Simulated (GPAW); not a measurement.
Wanted: an ASE script for a GPAW 26.7.0 run.

| Quantity | Value |
| --- | --- |
| Task | band structure |
| Functional | PBEsol |
| Potentials or basis | PAW data sets generated in the run's folder for this functional |
| Cutoff | 800 eV |
| Basis | pw |
| k mesh | 8 × 8 × 8 |
| Occupations | fermi-dirac, width 0.05 eV |
| Spin | collinear spin, ferromagnetic start |
| Starting moments | [3.0, 0.0] μB |
| Hubbard terms | Fe d U = 3 eV |
| Maxiter | 150 |
| Band path | GLB1,BZGX,QFP1Z,LP |
| Band points | 80 |

Crystal: FeO (Wuestite).

```
Fe O
1.0
     1.51882    0.87689    2.51958
    -1.51882    0.87689    2.51958
     0.00000   -1.75378    2.51958
Fe O
1 1
Direct
  0.00000 0.00000 0.00000
  0.50000 0.50000 0.50000
```

One way to write it, as run:

run.py

```python
from ase import Atoms
from ase.dft.bandgap import bandgap
from ase.io import write
from ase.units import GPa
from gpaw import GPAW, PW, setup_paths

setup_paths.insert(0, '.')

atoms = Atoms(['Fe', 'O'],
              cell=[[1.5188209023, 0.8768916568, 2.5195772846],
                    [-1.5188209023, 0.8768916568, 2.5195772846],
                    [0.0, -1.7537833136, 2.5195772846]],
              scaled_positions=[[0.0, 0.0, 0.0],
                                [0.5, 0.5, 0.5]],
              pbc=True)
atoms.set_initial_magnetic_moments([3.0, 0.0])

calc = GPAW(mode=PW(800),
            xc='PBEsol',
            kpts={'size': (8, 8, 8), 'gamma': True},
            occupations={'name': 'fermi-dirac', 'width': 0.05},
            setups={'Fe': ':d,3.0'},
            nbands=17,
            convergence={'density': 1e-05, 'energy': 1e-05},
            maxiter=150,
            txt='gpaw.txt')
atoms.calc = calc
energy = atoms.get_potential_energy()
forces = atoms.get_forces()
stress = atoms.get_stress()
calc.write('gs.gpw')
write('result.traj', atoms)
print(f'Energy: {energy:.6f} eV')
print('Forces (eV/A):')
print(forces.round(4))
print('Stress (GPa):', (stress / GPa).round(3))
print('Moments:', calc.get_magnetic_moments().round(3))
print('Fermi level:', round(calc.get_fermi_level(), 4), 'eV')
print(f'Gap: {bandgap(calc)[0]:.4f} eV, direct: {bandgap(calc, direct=True)[0]:.4f} eV')

path = atoms.cell.bandpath('GLB1,BZGX,QFP1Z,LP', npoints=80, eps=1e-4)
bs_calc = calc.fixed_density(kpts=path, symmetry='off', nbands=26,
                             convergence={'bands': 'CBM+6.0', 'eigenstates': 1e-6}, txt='bands.txt')
bs = bs_calc.band_structure()
bs.write('bs.json')
print(f'Gap on the path: {bandgap(bs_calc)[0]:.4f} eV')
```

Potentials or basis: PAW data sets generated in the run's folder for this functional, pw.

Command:

```bash
$ gpaw-setup -f PBEsol Fe O
$ OMP_NUM_THREADS=1 python run.py
```

It gave:

The pressure is -6.9 GPa and the band gap along the path is none (metal or under the smearing width). The net moment is 4.00 μB per cell. The site moments are Fe +3.68; O +0.18 μB.

Caveat: a cell with one magnetic atom can't hold antiferromagnetic order, which such compounds often take.

Wall time 100 s on 1 thread of Intel(R) Xeon(R) Platinum 8488C (Sapphire Rapids), with other jobs on the host, peak memory 0.3 GiB.
